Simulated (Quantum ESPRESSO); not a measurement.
## CoO: a ladder in cutoff, mesh and threshold together

Aim: see how far moments and order energies of CoO move with cutoff, mesh and threshold together, and what each rung costs.

Method: PBE; plane waves with GBRV 1.5 PBE potentials, no spin-orbit coupling (settings of the first rung), in Quantum ESPRESSO 7.5.

### 1. Starting point

It takes space group R-3m (No. 166, trigonal). Conventional cell: a = 3.011 Å, b = 3.011 Å, c = 7.320 Å, α = 90.00°, β = 90.00°, γ = 120.00°. Co has 6 O at 2.12 Å nearest. O has 6 Co at 2.12 Å nearest. Farther neighbours and most contacts between anions are not listed.

The cell comes from Materials Project 2023-11-01, a database of computed structures, and need not be the stable phase.

### 2. Rung 1, start ferro +

Contents of pw.in:

```
&CONTROL
  calculation = 'scf'
  prefix = 'pwscf'
  outdir = './tmp'
  pseudo_dir = './pseudo'
  disk_io = 'nowf'
/
&SYSTEM
  ibrav = 0
  nat = 2
  ntyp = 2
  ecutwfc = 22
  ecutrho = 154
  nbnd = 20
  occupations = 'smearing'
  smearing = 'fd'
  degauss = 0.00734986
  nspin = 2
  starting_magnetization(1) = 0.1765
  starting_magnetization(2) = 0
/
&ELECTRONS
  conv_thr = 2d-06
  electron_maxstep = 150
  mixing_beta = 0.3
/
ATOMIC_SPECIES
Co     58.9332 co_pbe_v1.2.uspp.F.UPF
O      15.9990 o_pbe_v1.2.uspp.F.UPF
CELL_PARAMETERS angstrom
   1.5054695445    0.8691832468    2.4399269062
  -1.5054695445    0.8691832468    2.4399269062
   0.0000000000   -1.7383664936    2.4399269062
ATOMIC_POSITIONS crystal
Co      0.0000000000    0.0000000000    0.0000000000
O       0.5000000000    0.5000000000    0.5000000000
K_POINTS automatic
4 4 4 0 0 0
```

On the command line:

```bash
OMP_NUM_THREADS=1 mpirun -n 2 pw.x -nk 2 -in pw.in > pw.out
```

What it wrote:

```text
Program PWSCF v.7.5 starts

     Message from routine setup:
     using ibrav=0 with symmetry is DISCOURAGED, use correct ibrav instead

     K-points division:     npool     =       2
     Subspace diagonalization in iterative solution of the eigenvalue problem:

     bravais-lattice index     =            0
     lattice parameter (alat)  =       5.6613  a.u.
     unit-cell volume          =     129.2730 (a.u.)^3
     number of atoms/cell      =            2
     number of atomic types    =            2
     number of electrons       =        23.00
     number of Kohn-Sham states=           20
     kinetic-energy cutoff     =      22.0000  Ry
     charge density cutoff     =     154.0000  Ry
     scf convergence threshold =      2.0E-06
     mixing beta               =       0.3000
     number of iterations used =            8  plain     mixing
     Exchange-correlation= SLA  PW   PBE  PBE
                           (   1   4   3   4   0   0   0)

     celldm(1)=   5.661350  celldm(2)=   0.000000  celldm(3)=   0.000000
     celldm(4)=   0.000000  celldm(5)=   0.000000  celldm(6)=   0.000000

     crystal axes: (cart. coord. in units of alat)
               a(1) = (   0.502517   0.290128   0.814434 )
               a(2) = (  -0.502517   0.290128   0.814434 )
               a(3) = (   0.000000  -0.580257   0.814434 )

     reciprocal axes: (cart. coord. in units 2 pi/alat)
               b(1) = (  0.994991  0.574458  0.409282 )
               b(2) = ( -0.994991  0.574458  0.409282 )
               b(3) = (  0.000000 -1.148917  0.409282 )

     PseudoPot. # 1 for Co read from file:
     co_pbe_v1.2.uspp.F.UPF
     Pseudo is Ultrasoft + core correction, Zval = 17.0

     PseudoPot. # 2 for O  read from file:
     o_pbe_v1.2.uspp.F.UPF
     Pseudo is Ultrasoft + core correction, Zval =  6.0

     atomic species   valence    mass     pseudopotential
     Co               17.00    58.93320     Co( 1.00)
     O                 6.00    15.99900     O ( 1.00)

     Starting magnetic structure
     atomic species   magnetization
     Co              0.176
     O               0.000

     12 Sym. Ops., with inversion, found

   Cartesian axes

     site n.     atom                  positions (alat units)
         1        Co     tau(   1) = (   0.0000000   0.0000000   0.0000000  )
         2        O      tau(   2) = (   0.0000000   0.0000000   1.2216504  )

     number of k points=    13  Fermi-Dirac smearing, width (Ry)=  0.0073
                       cart. coord. in units 2pi/alat
        k(    1) = (   0.0000000   0.0000000   0.0000000), wk =   0.0156250
        k(    2) = (   0.0000000  -0.2872292   0.1023206), wk =   0.0937500
        k(    3) = (   0.0000000   0.5744583  -0.2046412), wk =   0.0468750
        k(    4) = (  -0.2487478  -0.1436146   0.2046412), wk =   0.0937500
        k(    5) = (  -0.2487478   0.7180729  -0.1023206), wk =   0.1875000
        [... 8 further k-points ...]

     Dense  grid:     4207 G-vectors     FFT dimensions: (  24,  24,  24)

     Smooth grid:     1819 G-vectors     FFT dimensions: (  18,  18,  18)

     Check: negative core charge=   -0.000053
     Generating pointlists ...
     new r_m :   0.2924 (alat units)  1.6555 (a.u.) for type    1
     new r_m :   0.2924 (alat units)  1.6555 (a.u.) for type    2

     Initial potential from superposition of free atoms

     starting charge      22.0000, renormalised to      23.0000
     Starting wfcs are   17 randomized atomic wfcs +    3 random wfcs

     Self-consistent Calculation

     iteration #  1     ecut=    22.00 Ry     beta= 0.30
     Davidson diagonalization with overlap
     ethr =  1.00E-02,  avg # of iterations =  4.1

     total energy              =    -327.03531102 Ry
     estimated scf accuracy    <       8.74929333 Ry

     total magnetization       =     2.79 Bohr mag/cell
     absolute magnetization    =     2.85 Bohr mag/cell

     iteration #  2     ecut=    22.00 Ry     beta= 0.30
     Davidson diagonalization with overlap
     ethr =  1.00E-02,  avg # of iterations =  2.0

     total energy              =    -328.53610845 Ry
     estimated scf accuracy    <       7.70773665 Ry

     total magnetization       =     0.58 Bohr mag/cell
     absolute magnetization    =     0.58 Bohr mag/cell

     [... further iterations left out ...]

     iteration # 12     ecut=    22.00 Ry     beta= 0.30
     Davidson diagonalization with overlap
     ethr =  2.58E-08,  avg # of iterations =  1.0

     total energy              =    -329.63838569 Ry
     estimated scf accuracy    <       0.00000209 Ry

     total magnetization       =     2.77 Bohr mag/cell
     absolute magnetization    =     2.78 Bohr mag/cell

     iteration # 13     ecut=    22.00 Ry     beta= 0.30
     Davidson diagonalization with overlap
     ethr =  9.07E-09,  avg # of iterations =  1.0

     Magnetic moment per site  (integrated on atomic sphere of radius R)
     atom   1 (R=0.292)  charge= 14.7547  magn=  2.3680
     atom   2 (R=0.292)  charge=  5.7397  magn=  0.3157

     End of self-consistent calculation

     [... lines left out ...]
     the Fermi energy is    13.5724 ev

!    total energy              =    -329.63839085 Ry
     estimated scf accuracy    <       0.00000003 Ry
     smearing contrib. (-TS)   =      -0.00964185 Ry
     internal energy E=F+TS    =    -329.62874900 Ry

     The total energy is F=E-TS. E is the sum of the following terms:
     one-electron contribution =    -178.69374295 Ry
     hartree contribution      =     102.05062103 Ry
     xc contribution           =     -39.64226777 Ry
     ewald contribution        =    -213.34335931 Ry

     total magnetization       =     2.77 Bohr mag/cell
     absolute magnetization    =     2.78 Bohr mag/cell

     convergence has been achieved in  13 iterations

=------------------------------------------------------------------------------=
   JOB DONE.
=------------------------------------------------------------------------------=
```

Run time: 2.7 s. Hardware: 2 MPI ranks of Arm Neoverse V1, shared host; peak memory 0.11 GiB; 5.2 s of CPU time.

Spin moment in the atom's sphere by atom:

```tsv
atom	spin moment in the atom's sphere (μB)
Co1	2.37
O2	0.32
```

This step gave:

| Quantity | Value |
| --- | --- |
| magnetization | 2.775 μB |
| final state | ferromagnetic |

### 3. Rung 1, start antiferro q=(1/2,1/2,1/2) +-

The wavevector q is in fractions of the reciprocal vectors of the crystal's primitive cell, as the cells of these inputs are built from it; moments change sign between cells as cos(2π q·R).

Contents of pw.in:

```
&CONTROL
  calculation = 'scf'
  prefix = 'pwscf'
  outdir = './tmp'
  pseudo_dir = './pseudo'
  disk_io = 'nowf'
/
&SYSTEM
  ibrav = 0
  nat = 4
  ntyp = 3
  ecutwfc = 22
  ecutrho = 154
  nbnd = 32
  occupations = 'smearing'
  smearing = 'fd'
  degauss = 0.00734986
  nspin = 2
  starting_magnetization(1) = 0.1765
  starting_magnetization(2) = -0.1765
  starting_magnetization(3) = 0
/
&ELECTRONS
  conv_thr = 4d-06
  electron_maxstep = 150
  mixing_beta = 0.3
/
ATOMIC_SPECIES
Co1    58.9332 co_pbe_v1.2.uspp.F.UPF
Co2    58.9332 co_pbe_v1.2.uspp.F.UPF
O      15.9990 o_pbe_v1.2.uspp.F.UPF
CELL_PARAMETERS angstrom
   3.0109390890    1.7383664936    4.8798538124
   0.0000000000    1.7383664936    4.8798538124
   1.5054695445   -0.8691832468    4.8798538124
ATOMIC_POSITIONS crystal
Co1     0.0000000000    0.0000000000    0.0000000000
Co2     0.5000000000    0.0000000000    0.0000000000
O       0.7500000000    0.5000000000    0.5000000000
O       0.2500000000    0.5000000000    0.5000000000
K_POINTS automatic
2 4 4 0 0 0
```

What it wrote:

```text
     [... lines left out ...]
Program PWSCF v.7.5 starts
     [... lines left out ...]
     number of atoms/cell      =            4
     [... lines left out ...]
     number of electrons       =        46.00
     number of Kohn-Sham states=           32
     kinetic-energy cutoff     =      22.0000  Ry
     charge density cutoff     =     154.0000  Ry
     scf convergence threshold =      4.0E-06
     [... lines left out ...]
     12 Sym. Ops., with inversion, found
     [... lines left out ...]
     number of k points=     8  Fermi-Dirac smearing, width (Ry)=  0.0073
     [... lines left out ...]
     iteration # 13     ecut=    22.00 Ry     beta= 0.30
     [... lines left out ...]
     Magnetic moment per site  (integrated on atomic sphere of radius R)
     atom   1 (R=0.146)  charge= 14.7556  magn=  2.3917
     atom   2 (R=0.146)  charge= 14.7555  magn= -2.3913
     atom   3 (R=0.146)  charge=  5.7405  magn=  0.0000
     atom   4 (R=0.146)  charge=  5.7405  magn=  0.0000
     [... lines left out ...]
     the Fermi energy is    13.5099 ev
!    total energy              =    -659.28122399 Ry
     estimated scf accuracy    <       0.00000216 Ry
     smearing contrib. (-TS)   =      -0.01823582 Ry
     [... lines left out ...]
     total magnetization       =     0.00 Bohr mag/cell
     absolute magnetization    =     5.09 Bohr mag/cell
     convergence has been achieved in  13 iterations
```

Wall time 8.4 s (2 MPI ranks); peak memory 0.15 GiB.

Spin moment in the atom's sphere by atom:

```tsv
atom	spin moment in the atom's sphere (μB)
Co1	2.39
Co2	-2.39
O3	0.00
O4	0.00
```

Read from the output:

```yaml
magnetization: 0 μB
final_state: antiferromagnetic
```

### 4. Rung 2, start ferro +

Contents of pw.in:

```
&CONTROL
  calculation = 'scf'
  prefix = 'pwscf'
  outdir = './tmp'
  pseudo_dir = './pseudo'
  disk_io = 'nowf'
/
&SYSTEM
  ibrav = 0
  nat = 2
  ntyp = 2
  ecutwfc = 30
  ecutrho = 210
  nbnd = 20
  occupations = 'smearing'
  smearing = 'fd'
  degauss = 0.00734986
  nspin = 2
  starting_magnetization(1) = 0.1765
  starting_magnetization(2) = 0
/
&ELECTRONS
  conv_thr = 2d-07
  electron_maxstep = 150
  mixing_beta = 0.3
/
ATOMIC_SPECIES
Co     58.9332 co_pbe_v1.2.uspp.F.UPF
O      15.9990 o_pbe_v1.2.uspp.F.UPF
CELL_PARAMETERS angstrom
   1.5054695445    0.8691832468    2.4399269062
  -1.5054695445    0.8691832468    2.4399269062
   0.0000000000   -1.7383664936    2.4399269062
ATOMIC_POSITIONS crystal
Co      0.0000000000    0.0000000000    0.0000000000
O       0.5000000000    0.5000000000    0.5000000000
K_POINTS automatic
6 6 6 0 0 0
```

What it wrote:

```text
     [... lines left out ...]
Program PWSCF v.7.5 starts
     [... lines left out ...]
     number of atoms/cell      =            2
     [... lines left out ...]
     number of electrons       =        23.00
     number of Kohn-Sham states=           20
     kinetic-energy cutoff     =      30.0000  Ry
     charge density cutoff     =     210.0000  Ry
     scf convergence threshold =      2.0E-07
     [... lines left out ...]
     12 Sym. Ops., with inversion, found
     [... lines left out ...]
     number of k points=    32  Fermi-Dirac smearing, width (Ry)=  0.0073
     [... lines left out ...]
     iteration # 13     ecut=    30.00 Ry     beta= 0.30
     [... lines left out ...]
     Magnetic moment per site  (integrated on atomic sphere of radius R)
     atom   1 (R=0.292)  charge= 14.6184  magn=  2.4563
     atom   2 (R=0.292)  charge=  5.7496  magn=  0.3070
     [... lines left out ...]
     the Fermi energy is    14.0042 ev
!    total energy              =    -330.67249666 Ry
     estimated scf accuracy    <       0.00000004 Ry
     smearing contrib. (-TS)   =      -0.00824399 Ry
     [... lines left out ...]
     total magnetization       =     2.86 Bohr mag/cell
     absolute magnetization    =     2.89 Bohr mag/cell
     convergence has been achieved in  13 iterations
```

Elapsed: 4.3 s, on 2 MPI ranks; peak memory 0.12 GiB.

Numbers from this step:

```
magnetization  : 2.864 μB
final state    : ferromagnetic
largest moment : 2.456 μB
```

### 5. Rung 2, start antiferro q=(1/2,1/2,1/2) +-

Contents of pw.in:

```
&CONTROL
  calculation = 'scf'
  prefix = 'pwscf'
  outdir = './tmp'
  pseudo_dir = './pseudo'
  disk_io = 'nowf'
/
&SYSTEM
  ibrav = 0
  nat = 4
  ntyp = 3
  ecutwfc = 30
  ecutrho = 210
  nbnd = 32
  occupations = 'smearing'
  smearing = 'fd'
  degauss = 0.00734986
  nspin = 2
  starting_magnetization(1) = 0.1765
  starting_magnetization(2) = -0.1765
  starting_magnetization(3) = 0
/
&ELECTRONS
  conv_thr = 4d-07
  electron_maxstep = 150
  mixing_beta = 0.3
/
ATOMIC_SPECIES
Co1    58.9332 co_pbe_v1.2.uspp.F.UPF
Co2    58.9332 co_pbe_v1.2.uspp.F.UPF
O      15.9990 o_pbe_v1.2.uspp.F.UPF
CELL_PARAMETERS angstrom
   3.0109390890    1.7383664936    4.8798538124
   0.0000000000    1.7383664936    4.8798538124
   1.5054695445   -0.8691832468    4.8798538124
ATOMIC_POSITIONS crystal
Co1     0.0000000000    0.0000000000    0.0000000000
Co2     0.5000000000    0.0000000000    0.0000000000
O       0.7500000000    0.5000000000    0.5000000000
O       0.2500000000    0.5000000000    0.5000000000
K_POINTS automatic
3 6 6 0 0 0
```

What it wrote:

```text
     [... lines left out ...]
Program PWSCF v.7.5 starts
     [... lines left out ...]
     number of atoms/cell      =            4
     [... lines left out ...]
     number of electrons       =        46.00
     number of Kohn-Sham states=           32
     kinetic-energy cutoff     =      30.0000  Ry
     charge density cutoff     =     210.0000  Ry
     scf convergence threshold =      4.0E-07
     [... lines left out ...]
     12 Sym. Ops., with inversion, found
     [... lines left out ...]
     number of k points=    16  Fermi-Dirac smearing, width (Ry)=  0.0073
     [... lines left out ...]
     iteration # 14     ecut=    30.00 Ry     beta= 0.30
     [... lines left out ...]
     Magnetic moment per site  (integrated on atomic sphere of radius R)
     atom   1 (R=0.146)  charge= 14.6304  magn=  2.3764
     atom   2 (R=0.146)  charge= 14.6304  magn= -2.3764
     atom   3 (R=0.146)  charge=  5.7406  magn=  0.0000
     atom   4 (R=0.146)  charge=  5.7406  magn=  0.0000
     [... lines left out ...]
     the Fermi energy is    13.9695 ev
!    total energy              =    -661.36285769 Ry
     estimated scf accuracy    <       0.00000003 Ry
     smearing contrib. (-TS)   =      -0.01579210 Ry
     [... lines left out ...]
     total magnetization       =    -0.00 Bohr mag/cell
     absolute magnetization    =     5.09 Bohr mag/cell
     convergence has been achieved in  14 iterations
```

Elapsed: 23 s, on 2 MPI ranks; peak memory 0.18 GiB; 46 s of CPU time.

This step gave:

```
magnetization  : 0 μB
final state    : antiferromagnetic
largest moment : 2.376 μB
```

### 6. Rung 3, start ferro +

Contents of pw.in:

```
&CONTROL
  calculation = 'scf'
  prefix = 'pwscf'
  outdir = './tmp'
  pseudo_dir = './pseudo'
  disk_io = 'nowf'
/
&SYSTEM
  ibrav = 0
  nat = 2
  ntyp = 2
  ecutwfc = 40
  ecutrho = 280
  nbnd = 20
  occupations = 'smearing'
  smearing = 'fd'
  degauss = 0.00734986
  nspin = 2
  starting_magnetization(1) = 0.1765
  starting_magnetization(2) = 0
/
&ELECTRONS
  conv_thr = 4d-09
  electron_maxstep = 150
  mixing_beta = 0.3
/
ATOMIC_SPECIES
Co     58.9332 co_pbe_v1.2.uspp.F.UPF
O      15.9990 o_pbe_v1.2.uspp.F.UPF
CELL_PARAMETERS angstrom
   1.5054695445    0.8691832468    2.4399269062
  -1.5054695445    0.8691832468    2.4399269062
   0.0000000000   -1.7383664936    2.4399269062
ATOMIC_POSITIONS crystal
Co      0.0000000000    0.0000000000    0.0000000000
O       0.5000000000    0.5000000000    0.5000000000
K_POINTS automatic
8 8 8 0 0 0
```

What it wrote:

```text
     [... lines left out ...]
Program PWSCF v.7.5 starts
     [... lines left out ...]
     number of atoms/cell      =            2
     [... lines left out ...]
     number of electrons       =        23.00
     number of Kohn-Sham states=           20
     kinetic-energy cutoff     =      40.0000  Ry
     charge density cutoff     =     280.0000  Ry
     scf convergence threshold =      4.0E-09
     [... lines left out ...]
     12 Sym. Ops., with inversion, found
     [... lines left out ...]
     number of k points=    65  Fermi-Dirac smearing, width (Ry)=  0.0073
     [... lines left out ...]
     iteration # 15     ecut=    40.00 Ry     beta= 0.30
     [... lines left out ...]
     Magnetic moment per site  (integrated on atomic sphere of radius R)
     atom   1 (R=0.292)  charge= 14.6047  magn=  2.5039
     atom   2 (R=0.292)  charge=  5.7576  magn=  0.3242
     [... lines left out ...]
     the Fermi energy is    14.0673 ev
!    total energy              =    -330.72027135 Ry
     estimated scf accuracy    <          8.8E-10 Ry
     smearing contrib. (-TS)   =      -0.00808905 Ry
     [... lines left out ...]
     total magnetization       =     2.93 Bohr mag/cell
     absolute magnetization    =     2.95 Bohr mag/cell
     convergence has been achieved in  15 iterations
```

It took 18 s on 2 MPI ranks; peak memory 0.16 GiB; 36 s of CPU time.

Read from the output:

| Quantity | Value |
| --- | --- |
| magnetization | 2.93 μB |
| final state | ferromagnetic |
| largest moment | 2.504 μB |

### 7. Rung 3, start antiferro q=(1/2,1/2,1/2) +-

Contents of pw.in:

```
&CONTROL
  calculation = 'scf'
  prefix = 'pwscf'
  outdir = './tmp'
  pseudo_dir = './pseudo'
  disk_io = 'nowf'
/
&SYSTEM
  ibrav = 0
  nat = 4
  ntyp = 3
  ecutwfc = 40
  ecutrho = 280
  nbnd = 32
  occupations = 'smearing'
  smearing = 'fd'
  degauss = 0.00734986
  nspin = 2
  starting_magnetization(1) = 0.1765
  starting_magnetization(2) = -0.1765
  starting_magnetization(3) = 0
/
&ELECTRONS
  conv_thr = 8d-09
  electron_maxstep = 150
  mixing_beta = 0.3
/
ATOMIC_SPECIES
Co1    58.9332 co_pbe_v1.2.uspp.F.UPF
Co2    58.9332 co_pbe_v1.2.uspp.F.UPF
O      15.9990 o_pbe_v1.2.uspp.F.UPF
CELL_PARAMETERS angstrom
   3.0109390890    1.7383664936    4.8798538124
   0.0000000000    1.7383664936    4.8798538124
   1.5054695445   -0.8691832468    4.8798538124
ATOMIC_POSITIONS crystal
Co1     0.0000000000    0.0000000000    0.0000000000
Co2     0.5000000000    0.0000000000    0.0000000000
O       0.7500000000    0.5000000000    0.5000000000
O       0.2500000000    0.5000000000    0.5000000000
K_POINTS automatic
4 8 8 0 0 0
```

What it wrote:

```text
     [... lines left out ...]
Program PWSCF v.7.5 starts
     [... lines left out ...]
     number of atoms/cell      =            4
     [... lines left out ...]
     number of electrons       =        46.00
     number of Kohn-Sham states=           32
     kinetic-energy cutoff     =      40.0000  Ry
     charge density cutoff     =     280.0000  Ry
     scf convergence threshold =      8.0E-09
     [... lines left out ...]
     12 Sym. Ops., with inversion, found
     [... lines left out ...]
     number of k points=    35  Fermi-Dirac smearing, width (Ry)=  0.0073
     [... lines left out ...]
     iteration # 15     ecut=    40.00 Ry     beta= 0.30
     [... lines left out ...]
     Magnetic moment per site  (integrated on atomic sphere of radius R)
     atom   1 (R=0.146)  charge= 14.6177  magn=  2.3843
     atom   2 (R=0.146)  charge= 14.6177  magn= -2.3843
     atom   3 (R=0.146)  charge=  5.7461  magn=  0.0000
     atom   4 (R=0.146)  charge=  5.7461  magn=  0.0000
     [... lines left out ...]
     the Fermi energy is    14.0272 ev
!    total energy              =    -661.45882837 Ry
     estimated scf accuracy    <          5.2E-09 Ry
     smearing contrib. (-TS)   =      -0.01539674 Ry
     [... lines left out ...]
     total magnetization       =     0.00 Bohr mag/cell
     absolute magnetization    =     5.12 Bohr mag/cell
     convergence has been achieved in  15 iterations
```

Run time: 69 s. Hardware: 2 MPI ranks; peak memory 0.26 GiB; 2.3 min of CPU time.

Numbers from this step:

```yaml
magnetization: 0 μB
final_state: antiferromagnetic
largest_moment: 2.384 μB
```

(Part 1 of 2 ends here.)

[Logs and program files are shortened in this print: banners, set-up blocks, solver, clock and traceback lines can be left out without a mark of their own.]

[Logs are printed without paths, hosts, clocks, repeated set-up lines and the standing remarks that a program may print on its own settings, such as how far it seeks lower states.]

[Hosts, paths, dates, database ids (printed as entryN), source tags and the programs' standing remarks are cut or masked in the printed files.]

[Where a cell is said to come from a database of computed structures, the database is the Materials Project.]
